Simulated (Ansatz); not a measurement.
# Bi2Te3 (Tellurobismuthite) (R-3m) in Ansatz: settings compared

One crystal, Bi2Te3 (Tellurobismuthite), is run at these levels: revPBE, BLYP, r2SCAN; tasks: band structure.

All numbers are computed with Ansatz 0.2.0; they aren't measurements. Logs are shortened: lines on timing, memory, paths and dates and some standing lists are left out, and cuts for length are marked.

**Experimental background.**

From “Vacancy and Antisite-Induced Ferromagnetism in Liquid-Phase Exfoliated Bi2Te3”, 2024, arxiv:2412.10539, for a bulk crystal of Bi2Te3: band gap 0.17 eV.

The results are compared with them further down.

## Step 1: The crystal as given

It takes space group R-3m (No. 166, trigonal). The conventional cell has a = 4.386 Å, b = 4.386 Å, c = 30.497 Å, α = 90.00°, β = 90.00°, γ = 120.00°. Bi (site symmetry 3m) is surrounded by 6 Te at 3.07 to 3.25 Å. Around Te (site symmetry 3m) lie 3 Bi at 3.07 Å. Te (site symmetry -3m) is surrounded by 6 Bi at 3.25 Å.

## Step 2: Band structure, revPBE

File input.yaml:

```yaml
crystal:
  lattice:
    - [2.193, 1.2661291403, 10.1656666667]
    - [-2.193, 1.2661291403, 10.1656666667]
    - [0.0, -2.5322582807, 10.1656666667]
  atoms:
    - { symbol: Bi, position: [0.6, 0.6, 0.6] }
    - { symbol: Bi, position: [0.4, 0.4, 0.4] }
    - { symbol: Te, position: [0.7905, 0.7905, 0.7905] }
    - { symbol: Te, position: [0.2095, 0.2095, 0.2095] }
    - { symbol: Te, position: [0.0, 0.0, 0.0] }
hamiltonian:
  xc: revpbe
  pseudopotentials: { kind: paw }
kpoints:
  mp_grid: { grid: [7, 7, 7] }
  band_path:
    path:
      - [[0.0, 0.0, 0.0], [0.5, 0.0, 0.0], [0.5, 0.1770083925, -0.1770083925]]
      - [[0.8229916075, 0.5, 0.1770083925], [0.5, 0.5, 0.5], [0.0, 0.0, 0.0], [0.3385041962, 0.0, -0.3385041962]]
      - [[0.6614958038, 0.3385041962, 0.0], [0.5, 0.5, 0.0], [0.6614958038, 0.6614958038, 0.1770083925], [0.5, 0.5, 0.5]]
      - [[0.5, 0.0, 0.0], [0.8229916075, 0.3385041962, 0.3385041962]]
    npoints: 14
scf:
  occupations: { method: fermi_dirac, width: 0.05 }
  n_extra_bands: 12
output:
  forces: true
  stress: true
  eigenvalues: true
  fatbands: true
  write_density: true
  write_potential: true
  elf: true
  volumetric_format: npy
```

Potentials or basis: Ansatz PAW.

On the command line:

```sh
$ ansatz run input.yaml --threads 2 --pin off --max-ram 5632MiB --backend cpu --events-out ev --progress --plain --runs-dir out
```

Log:

```text
Warning: RAYON_NUM_THREADS=2 ignored (pool sized by the plan → 2); use --threads N
basis.fft_grid_basis auto: the FFT boxes are laid along the combinations [[1, -1, 0], [0, 1, 0], [0, -1, 1]] of the cell's own vectors, 4.386, 10.476 and 4.386 Å long. The dense box has 30×72×30 points. Along the cell's own vectors, as sized, it would have 72×72×72, 5.76 times as many. Of the 12 symmetry operations that the crystal satisfies within crystal.symmetry.tolerance (time reversal apart; of a slab, those that keep its plane) the dense box along the cell's own vectors carries 12, and the one as laid loses 8 of those. basis.fft_grid_basis: typed keeps the cell's own vectors: state it where this run's energies or levels are differenced outside the engine with another run's, or held beside a run that keeps those vectors. Those combinations have planes normal to reciprocal vector 3, as the cell's own vectors have. Each planar average written beside output.write_density, output.write_potential has a row for each plane of the box: 30. The volumetric files lie along those combinations, not along the cell's own vectors: a cube or XSF file states them, and fields.json those of NumPy files.
scf.n_extra_bands = 12 over 39 filled bands (N_el = 78.0): the run solves 51 bands
Engine: ansatz 0.2.0, aarch64-unknown-linux-gnu
Pseudopotentials: kind: paw
Pseudopotential: Bi, paw, valence charge 15, recommended cutoff 420 eV (normal), Bi.paw.azcp
Pseudopotential: Te, paw, valence charge 16, recommended cutoff 420 eV (normal), Te.paw.azcp
Functional definition: revPBE
  parameter kappa = 1.245
  parameter beta = 0.06672455060314922
  exchange = pbe_x(kappa = kappa, mu = beta*pi^2/3)
  correlation = pbe_c(beta = beta)
Crystal: 5 atoms, lattice volume = 169.357 Å³
Basis set: ecut = 420 eV, 3345 PW (Γ), FFT grids on a1−a2, a2, −a2+a3, exchange–correlation on 60×144×60 points (8 copies of the dense FFT grid, shifted against one another)
Bands: 51, of which v1, the nominal top of the filled ones, is band 39 counted from 1 (38 counted from 0)
Symmetry: 12 space group operations
Space group: R-3m (ITA 166), of the structure as read, at distance tolerance 5.5e-5 Å
k-points: 44 of 343
Non-local potential: Bi, projectors of the file, l = 0: 2, l = 1: 2, l = 2: 2, l = 3: 2
Non-local potential: Te, projectors of the file, l = 0: 2, l = 1: 2, l = 2: 2, l = 3: 2
PAW form: soft (Blöchl's): semilocal exchange-correlation on the pseudo side does not see the compensation charge
PAW frozen core: Bi, regenerated for the run's functional, and the local potential with it (the file was generated under x = pbe(κ = 0.804, μ = 0.2195149727645171), c = pbe(β = 0.06672455060314922))
PAW frozen core: Te, regenerated for the run's functional, and the local potential with it (the file was generated under x = pbe(κ = 0.804, μ = 0.2195149727645171), c = pbe(β = 0.06672455060314922))
PAW one-centre angular grid: Bi, 590 points (default); XC on 64 Gauss nodes
PAW one-centre angular grid: Te, 590 points (default); XC on 64 Gauss nodes
Initial density: superposition of atomic densities (neutral atoms: chi_scale 0, normalization atom), corrected by the library's trained network
Initial wavefunctions: pseudopotential atomic-orbital guess
Functional: x = revpbe(κ = 1.245, μ = 0.2195149727645171), c = pbe(β = 0.06672455060314922)
SCF iter   1: F=—  HF=-45775.181028 eV  |F-HF|=—  |Δ(HF+E_count)|=         —  Δρ=1.71e-3  dr2=4.94e-3  ethr=1.77e-3  ⟨swp⟩=9.4  Hψ=10652  notcnv=0  defer=67
preconditioner: auto → Resta (q_TF=auto, 2.398 Å⁻¹)  ε∞=3.4  [insulator: Δε(μ)=0.335 eV  Ē_g=9.832 eV  σ=0.050 eV  W_gap=0.93  n_scr=42 (ndim 8)  ℏωp=15.1 eV  f_vac=0.015  D(μ)=0.01/eV (n_scr^D=0)  ε∞_Penn≈3.4]
SCF iter   2: F=—  HF=-45775.178320 eV  |F-HF|=—  |Δ(HF+E_count)|=   2.71e-3  Δρ=6.49e-4  dr2=1.21e-3  ethr=6.33e-6  ⟨swp⟩=2.6  Hψ=4491  notcnv=0  defer=124
SCF iter   3: F=—  HF=-45775.178667 eV  |F-HF|=—  |Δ(HF+E_count)|=   3.47e-4  Δρ=4.19e-4  dr2=4.72e-4  ethr=1.55e-6  ⟨swp⟩=2.2  Hψ=2693  notcnv=0  defer=124
SCF iter   4: F=—  HF=-45775.178849 eV  |F-HF|=—  |Δ(HF+E_count)|=   1.82e-4  Δρ=1.74e-4  dr2=7.80e-5  ethr=6.05e-7  ⟨swp⟩=2.0  Hψ=2470  notcnv=0  defer=124
SCF iter   5: F=—  HF=-45775.178928 eV  |F-HF|=—  |Δ(HF+E_count)|=   7.90e-5  Δρ=4.24e-5  dr2=4.86e-6  ethr=1.00e-7  ⟨swp⟩=2.0  Hψ=2697  notcnv=0  defer=124
SCF iter   6: F=—  HF=-45775.178937 eV  |F-HF|=—  |Δ(HF+E_count)|=   8.94e-6  Δρ=1.44e-5  dr2=5.24e-7  ethr=6.24e-9  ⟨swp⟩=2.0  Hψ=2812  notcnv=0  defer=124
SCF iter   7: F=-45775.178938 eV  HF=-45775.178938 eV  |F-HF|=4.97e-8  |Δ(HF+E_count)|=   1.39e-6  Δρ=3.38e-6  dr2=3.11e-8  ethr=1.28e-10  ⟨swp⟩=19.0  Hψ=19542  notcnv=0
SCF 1 converged in 7 iterations: F = -45775.178938 eV  dr2 = 3.11e-8
  Residual-converged pass: ⟨swp⟩=1.1  Hψ=2423  notcnv=0  max |occ|·‖R‖ = 7.1e-9 eV (tolerance 1.0e-8 eV)  dr2=3.11e-8  dr2_onsite=6.10e-9  max |Δocc| = 8.7e-11
NSCF: frozen V_eff on 130 k-points
SCF converged after 7 iterations
Free energy (F): -45775.178938 eV
Harris-Foulkes:  -45775.178938 eV  (|F-HF|=4.97e-8)
Internal energy: -45775.178809 eV  (E = F + TS)
E sigma→0 (E₀):  -45775.178873 eV
Entropy (-TS):   -0.000129 eV (-0.026 meV/atom)
Fermi energy:    9.564872 eV
--- Per-component energies (eV) ---
  E_band       = -986.505329
  E_kinetic    = 1143.535195
  E_local      = -6862.475339  (includes V_loc(G=0)·N_el)
  E_nonlocal   = 189.434086
  E_hartree    = 3426.767934
  E_xc         = -677.074692
  E_vxc        = -601.291355  (∫ρ·V_xc dr)
  E_paw        = -35353.339550  (= ΣΔE_a)
  E_vpaw       = -1709.239696  (= ΣTr[D̂ρ^β])
  E_aug_tail   = -0.001418  (compensation charges beyond the density's cutoff)
  E_ewald      = -7642.023672
  E_core_change = -0.001353  (= ΣΔE_core)
  E_smearing   = -0.000129  (= −TS)
  E_closure    = 0.000000  (closes the sum)
  Σ components = -45775.178938   (vs F -45775.178938, Δ=0.00e0)
--- Forces (eV/Å), atoms counted from 1 ---
  atom   1  Bi     0.00000000     0.00000000    -0.03306224
  atom   2  Bi     0.00000000    -0.00000000     0.03306224
  atom   3  Te     0.00000000     0.00000000    -0.03779089
  atom   4  Te     0.00000000    -0.00000000     0.03779089
  atom   5  Te     0.00000000     0.00000000     0.00000000
  max |Σ_I F_I| component: 1.39e-17 eV/Å
--- Stress (GPa, compression-positive) ---
        2.951957       0.000000      -0.000000
        0.000000       2.951957       0.000000
       -0.000000       0.000000       2.823591
  P = ⅓ Tr σ = 2.9092 GPa (29.092 kbar)
--- Band table (eV; the first three rows and the last of 44) ---
  k-point 0: bands = ["-27.3320", "-27.3320", "-27.3278", "-27.3259", "-27.3253", "-27.3253", "-27.3235", "-27.3235", "-27.3230", "-27.3230", "-27.1816", "-27.1746", "-27.1746", "-27.1442", "-27.1442", "-13.8719", "-13.8719", "-13.8703", "-13.8703", "-13.8651", "-13.8638", "-13.8604", "-13.8604", "-13.8592", "-13.8592", "-3.9285", "-3.2011", "-2.0000", "0.4959", "0.9541", "7.0878", "7.3111", "7.6543", "7.6543", "7.6829", "7.6829", "8.5163", "8.5163", "9.3993", "9.7264", "10.0576", "10.0576", "11.3862", "11.5146", "11.5146", "14.2494", "14.7898", "15.3578", "15.3578", "15.7525", "15.7525"]
  k-point 1: bands = ["-27.3320", "-27.3319", "-27.3274", "-27.3262", "-27.3253", "-27.3251", "-27.3235", "-27.3234", "-27.3230", "-27.3229", "-27.1815", "-27.1747", "-27.1747", "-27.1442", "-27.1440", "-13.8734", "-13.8716", "-13.8698", "-13.8681", "-13.8638", "-13.8626", "-13.8614", "-13.8605", "-13.8601", "-13.8589", "-3.7498", "-3.0504", "-1.8746", "0.3323", "0.8014", "6.2629", "6.3710", "7.0609", "7.0776", "7.7494", "8.0597", "8.2666", "8.4245", "8.7288", "10.6618", "10.7370", "10.7897", "11.3344", "11.4004", "12.0094", "13.7458", "14.4028", "15.4486", "15.5282", "16.0835", "16.2749"]
  k-point 2: bands = ["-27.3320", "-27.3314", "-27.3270", "-27.3268", "-27.3252", "-27.3244", "-27.3237", "-27.3232", "-27.3230", "-27.3229", "-27.1812", "-27.1749", "-27.1747", "-27.1442", "-27.1435", "-13.8776", "-13.8754", "-13.8666", "-13.8651", "-13.8645", "-13.8629", "-13.8594", "-13.8587", "-13.8578", "-13.8574", "-3.2282", "-2.6429", "-1.5445", "-0.2676", "0.3649", "5.1419", "5.7666", "6.0544", "6.5427", "7.0031", "7.1444", "8.3620", "8.4283", "8.7424", "10.3987", "10.7817", "10.9550", "12.0735", "12.1954", "13.0179", "13.4695", "14.9184", "15.2581", "16.3391", "16.6822", "16.8281"]
  k-point 43: bands = ["-27.3320", "-27.3319", "-27.3274", "-27.3262", "-27.3253", "-27.3251", "-27.3235", "-27.3234", "-27.3230", "-27.3229", "-27.1815", "-27.1747", "-27.1747", "-27.1442", "-27.1440", "-13.8734", "-13.8716", "-13.8698", "-13.8681", "-13.8637", "-13.8627", "-13.8614", "-13.8606", "-13.8601", "-13.8589", "-3.6105", "-3.3436", "-1.4233", "-0.3754", "1.2374", "6.1291", "6.6358", "7.1823", "7.2162", "7.3831", "7.5862", "8.3138", "8.6191", "9.1684", "10.0514", "10.3546", "10.9689", "11.6432", "11.7218", "12.0810", "14.0537", "14.6112", "14.8601", "15.4537", "15.5316", "16.4161"]
```

It took 44 s on 2 threads of Arm Neoverse V1, shared host; peak memory 0.88 GiB.

What came out:

- Free energy: -45775.1789 eV
- Pressure: 2.9 GPa
- Largest force: 0.038 eV/Å
- Band gap on the k mesh: 0.33 eV, direct
- Band gap along the path: 0.33 eV, direct

Forces in eV/Å, atoms in the order of the input:
```
Bi   0.000  0.000 -0.033
Bi   0.000  0.000  0.033
Te   0.000  0.000 -0.038
Te   0.000  0.000  0.038
Te   0.000  0.000  0.000
```

Stress tensor (GPa, compression positive):
```
2.95 0.00 0.00
0.00 2.95 0.00
0.00 0.00 2.82
```

Levels at the corners of the path, in eV from the valence-band top:
```tsv
point	band 37	band 38	band 39	band 40	band 41	band 42
Γ	-0.88	-0.88	0.00	0.33	0.66	0.66
L	-2.41	-0.93	-0.51	0.60	1.07	2.76
B1	-1.95	-0.99	-0.78	1.22	1.46	2.53
B	-1.95	-0.99	-0.78	1.22	1.46	2.53
Z	-1.17	-1.17	-0.43	0.86	1.14	1.14
Γ	-0.88	-0.88	0.00	0.33	0.66	0.66
X	-1.63	-1.39	-0.66	1.10	2.02	2.06
Q	-1.63	-1.39	-0.66	1.10	2.02	2.06
F	-1.81	-1.56	-0.97	0.87	1.54	2.05
P1	-1.37	-1.32	-1.24	1.19	1.33	1.69
Z	-1.17	-1.17	-0.43	0.86	1.14	1.14
L	-2.41	-0.93	-0.51	0.60	1.07	2.76
P	-1.37	-1.32	-1.24	1.19	1.33	1.69
```

Caveat: spin-orbit coupling is left out, which as a rule narrows the gap of such compounds by several tenths of an eV; the PAW data sets come from PBE, with cores solved anew for the run's functional, which leaves a small shift of forces and pressure.

## Step 3: Band structure, BLYP

Edit input.yaml of step 2 so:

```diff
@@ -12,3 +12,3 @@
 hamiltonian:
-  xc: revpbe
+  xc: blyp
   pseudopotentials: { kind: paw }
@@ -30,6 +30,2 @@
   eigenvalues: true
-  fatbands: true
-  write_density: true
-  write_potential: true
-  elf: true
-  volumetric_format: npy
+  fatbands: false
```

Potentials or basis: Ansatz PAW.

On the command line:

```sh
$ ansatz run input.yaml --threads 2 --pin off --max-ram 5632MiB --backend cpu --events-out ev --progress --plain --runs-dir out
```

Run time: 28 s. Hardware: 2 threads of Arm Neoverse V1, shared host; peak memory 0.76 GiB.

It converged, with:

```
Free energy             : -45843.0312 eV
Pressure                : 5.4 GPa
Largest force           : 0.060 eV/Å
Band gap on the k mesh  : 0.33 eV, direct
Band gap along the path : 0.33 eV, direct
```

Forces in eV/Å, atoms in the order of the input:
```
Bi   0.000  0.000 -0.060
Bi   0.000  0.000  0.060
Te   0.000  0.000  0.031
Te   0.000  0.000 -0.031
Te   0.000  0.000  0.000
```

Stress tensor (GPa, compression positive):
```
5.56 0.00 0.00
0.00 5.56 0.00
0.00 0.00 5.19
```

Levels at the corners of the path, in eV from the valence-band top:
```tsv
point	band 35	band 36	band 37	band 38	band 39	band 40	band 41	band 42	band 43	band 44
Γ	-1.72	-1.72	-0.87	-0.87	0.00	0.33	0.62	0.62	1.97	2.04
L	-3.13	-2.89	-2.37	-0.92	-0.50	0.60	1.03	2.71	2.87	3.49
B1	-3.41	-2.54	-1.92	-0.98	-0.79	1.19	1.43	2.47	3.17	4.09
B	-3.41	-2.54	-1.92	-0.98	-0.79	1.19	1.43	2.47	3.17	4.09
Z	-1.43	-1.43	-1.16	-1.16	-0.46	0.87	1.10	1.10	1.60	1.60
Γ	-1.72	-1.72	-0.87	-0.87	0.00	0.33	0.62	0.62	1.97	2.04
X	-3.04	-2.94	-1.61	-1.37	-0.67	1.08	1.97	2.02	3.55	3.71
Q	-3.04	-2.94	-1.61	-1.37	-0.67	1.08	1.97	2.02	3.55	3.71
F	-2.35	-1.96	-1.81	-1.55	-0.95	0.88	1.58	2.00	2.63	2.66
P1	-2.50	-2.44	-1.36	-1.30	-1.22	1.19	1.34	1.64	2.67	2.99
Z	-1.43	-1.43	-1.16	-1.16	-0.46	0.87	1.10	1.10	1.60	1.60
L	-3.13	-2.89	-2.37	-0.92	-0.50	0.60	1.03	2.71	2.87	3.49
P	-2.50	-2.44	-1.36	-1.30	-1.22	1.19	1.34	1.64	2.67	2.99
```

Caveat: spin-orbit coupling is left out, which as a rule narrows the gap of such compounds by several tenths of an eV; the PAW data sets come from PBE, with cores solved anew for the run's functional, which leaves a small shift of forces and pressure.

## Step 4: Band structure, r2SCAN

Edit input.yaml of step 3 so:

```diff
@@ -12,3 +12,3 @@
 hamiltonian:
-  xc: blyp
+  xc: r2scan
   pseudopotentials: { kind: paw }
```

On the command line:

```sh
$ ansatz run input.yaml --threads 2 --pin off --max-ram 5632MiB --backend cpu --events-out ev --progress --plain --runs-dir out
```

It took 48 s on 2 threads of Arm Neoverse V1, shared host; peak memory 1.1 GiB.

It converged, with:

| Property | Result |
| --- | --- |
| Free energy | -45807.8515 eV |
| Pressure | 1.3 GPa |
| Largest force | 0.290 eV/Å |
| Band gap on the k mesh | 0.52 eV, direct |
| Band gap along the path | 0.52 eV, direct |

Forces on the atoms (eV/Å):
```
Bi   0.000  0.000 -0.133
Bi   0.000  0.000  0.133
Te   0.000  0.000 -0.290
Te   0.000  0.000  0.290
Te   0.000  0.000  0.000
```

Levels at the corners of the path, in eV from the valence-band top:
| point | band 37 | band 38 | band 39 | band 40 | band 41 | band 42 |
| --- | --- | --- | --- | --- | --- | --- |
| Γ | -1.01 | -1.01 | 0.00 | 0.52 | 0.69 | 0.69 |
| L | -2.54 | -1.06 | -0.56 | 0.75 | 1.13 | 2.92 |
| B1 | -2.07 | -1.09 | -0.85 | 1.37 | 1.57 | 2.68 |
| B | -2.07 | -1.09 | -0.85 | 1.37 | 1.57 | 2.68 |
| Z | -1.31 | -1.31 | -0.40 | 0.99 | 1.18 | 1.18 |
| Γ | -1.01 | -1.01 | 0.00 | 0.52 | 0.69 | 0.69 |
| X | -1.74 | -1.48 | -0.75 | 1.23 | 2.16 | 2.19 |
| Q | -1.74 | -1.48 | -0.75 | 1.23 | 2.16 | 2.19 |
| F | -1.89 | -1.71 | -1.06 | 0.99 | 1.68 | 2.14 |
| P1 | -1.51 | -1.40 | -1.30 | 1.31 | 1.47 | 1.76 |
| Z | -1.31 | -1.31 | -0.40 | 0.99 | 1.18 | 1.18 |
| L | -2.54 | -1.06 | -0.56 | 0.75 | 1.13 | 2.92 |
| P | -1.51 | -1.40 | -1.30 | 1.31 | 1.47 | 1.76 |

Caveat: spin-orbit coupling is left out, which as a rule narrows the gap of such compounds by several tenths of an eV; the PAW data sets come from PBE, with cores solved anew for the run's functional, which leaves a small shift of forces and pressure.

## Step 5: The runs side by side

```tsv
level	cutoff (eV)	gap on the mesh (eV)	pressure (GPa)	largest force (eV/Å)
revPBE	420	0.33	2.9	0.04
BLYP	420	0.33	5.4	0.06
r2SCAN	500	0.52	1.3	0.29
```

Alike in all rows: task band structure; potentials or basis Ansatz PAW; no spin polarisation; cell as given; k mesh 7 × 7 × 7; smearing fermi-dirac 0.05 eV.

On the cell as given the gap runs from 0.33 eV (BLYP) to 0.52 eV (r2SCAN). The pressure there spans 1.3 GPa (r2SCAN) to 5.4 GPa (BLYP); a positive pressure means that this level wants a larger cell, a negative one a smaller.

Caveats: spin-orbit coupling is left out, which as a rule narrows the gap of such compounds by several tenths of an eV; the PAW data sets come from PBE, with cores solved anew for the run's functional, which leaves a small shift of forces and pressure.

Total energies depend on the potentials used, so only differences within one code and one set of settings carry meaning.

## Step 6: How close it comes

Step 2. Measured gap of Bi2Te3: 0.17 eV (quoted in “Vacancy and Antisite-Induced Ferromagnetism in Liquid-Phase Exfoliated Bi2Te3”, 2024, arxiv:2412.10539). This calculation gives 0.33 eV (+0.16 eV). Spin-orbit coupling on Bi, Te is left out. The value is that of revPBE, without temperature or zero-point motion.

Step 3. A measured gap of Bi2Te3 is 0.17 eV (quoted in “Vacancy and Antisite-Induced Ferromagnetism in Liquid-Phase Exfoliated Bi2Te3”, 2024, arxiv:2412.10539); the calculated 0.33 eV misses it by +0.16 eV. Spin-orbit coupling on Bi, Te is left out. The value is that of BLYP, without temperature or zero-point motion.

Step 4. Against the measured gap of Bi2Te3, 0.17 eV (quoted in “Vacancy and Antisite-Induced Ferromagnetism in Liquid-Phase Exfoliated Bi2Te3”, 2024, arxiv:2412.10539), the calculated 0.52 eV is off by +0.35 eV. Spin-orbit coupling on Bi, Te is left out. The value is that of r2SCAN, without temperature or zero-point motion.
